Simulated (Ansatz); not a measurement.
Runs of Ansatz 0.2.0 on BaTe. The structure is cubic, space group Pm-3m (No. 221). Conventional cell: a = 4.262 Å, b = 4.262 Å, c = 4.262 Å, α = 90.00°, β = 90.00°, γ = 90.00°. Around Ba (site symmetry m-3m) lie 8 Te at 3.69 Å. Around Te (site symmetry m-3m) lie 8 Ba at 3.69 Å. The cell comes from a database or a generator and needn't be the stable form of this composition.

```tsv
task	level	potentials or basis	cutoff (eV)	smearing	basis error allowed	gap on the mesh (eV)	pressure (GPa)
single point	PBEsol	all-electron LAPW, scalar-relativistic	111	gaussian 0.02 eV	0.001 eV/atom	0.81	-2.2
single point	RPBE	all-electron LAPW, scalar-relativistic	111	gaussian 0.02 eV	0.001 eV/atom	0.98	1.0
single point	RPBE	all-electron LAPW, scalar-relativistic	111	gaussian 0.05 eV	0.001 eV/atom	0.98	1.0
Born charges	LDA	all-electron PAW datasets made for the crystal	290	fixed	-	(a)	-
```

Alike in all rows: no spin polarisation; cell as given; k mesh 6 × 6 × 6.

Estimate the missing entries.

(a) 0.77.

Caveats: spin-orbit coupling is left out, which moves the levels of the heavy elements; the program warned that the printed levels may be off, so bands, gaps and densities of states are rough (some runs).

A k mesh can miss the band edges, and the runs leave out spin-orbit coupling on Ba, Te.

The runs don't all hold the same shells in valence.

Runs at the PBE level aren't shown here.
